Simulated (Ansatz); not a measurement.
Crystal: BaTiO3.

```
Ba Ti O
1.0
     3.99980    0.00000    0.00000
     0.00000    3.99980    0.00000
     0.00000    0.00000    4.01800
Ba Ti O
1 1 3
Direct
  0.00000 0.00000 0.00000
  0.50000 0.50000 0.49000
  0.00000 0.50000 0.51700
  0.50000 0.00000 0.51700
  0.50000 0.50000 0.01900
```

* Program: Ansatz 0.2.0
* Task: relaxation of cell and atoms
* Functional: BLYP
* Potentials or basis: Ansatz PAW
* Cutoff: 420 eV (not typed: the program's choice for these potentials)
* k mesh: 7 × 7 × 7
* Occupations: fermi-dirac, width 0.05 eV
* Spin: no spin polarisation

At the start: volume 12.86 Å³/atom.

How do energy, volume and symmetry change on relaxing?

It ends after 25 steps and the volume is 14.33 Å³/atom (+11.5 %); space group P4mm (No. 99, to 0.05 Å).

Step by step:
```
step  energy change (eV)  largest force (eV/Å)  volume (Å³)
   1              0.0000                0.2694        64.28
   2             -0.0646                0.5414        67.80
   3             -0.0684                0.4304        67.56
   4             -0.0751                0.3826        67.46
   5             -0.0923                0.4570        67.41
   6             -0.1145                0.1102        68.77
   7             -0.1154                0.0734        69.05
   8             -0.1155                0.0405        69.15
   9             -0.1158                0.0181        69.08
  10             -0.1157                0.0008        69.12
  11             -0.1511                0.0076        69.12
  12             -0.1547                0.0042        69.93
  13             -0.1543                0.0357        70.48
  14             -0.1539                0.0158        70.59
  15             -0.1538                0.0009        70.62
  16             -0.1621                0.0021        70.62
  17             -0.1617                0.0029        70.99
  18             -0.1614                0.0204        71.10
  19             -0.1611                0.0017        71.18
  20             -0.1637                0.0015        71.18
  21             -0.1629                0.0060        71.47
  22             -0.1640                0.0061        71.47
  23             -0.1636                0.0176        71.58
  24             -0.1634                0.0069        71.65
  25             -0.1641                0.0070        71.65
```

Final structure:
```
Ba Ti O
1.0
     3.97506    0.00000    0.00000
     0.00000    3.97506    0.00000
     0.00000    0.00000    4.53445
Ba Ti O
1 1 3
Cartesian
  0.0000 0.0000 -0.1656
  1.9875 1.9875 2.0788
  0.0000 1.9875 2.3961
  1.9875 0.0000 2.3961
  1.9875 1.9875 0.2911
```

Caveat: the plane-wave basis is chosen anew once the cell has moved, so the energies of steps on either side of that aren't comparable; the pressure holds a Pulay correction of +0.6 GPa for the finite cutoff; the volume moved by +11 % from the deposited cell, more than functionals usually miss; the PAW data sets come from PBE, with cores solved anew for the run's functional, which leaves a small shift of forces and pressure.
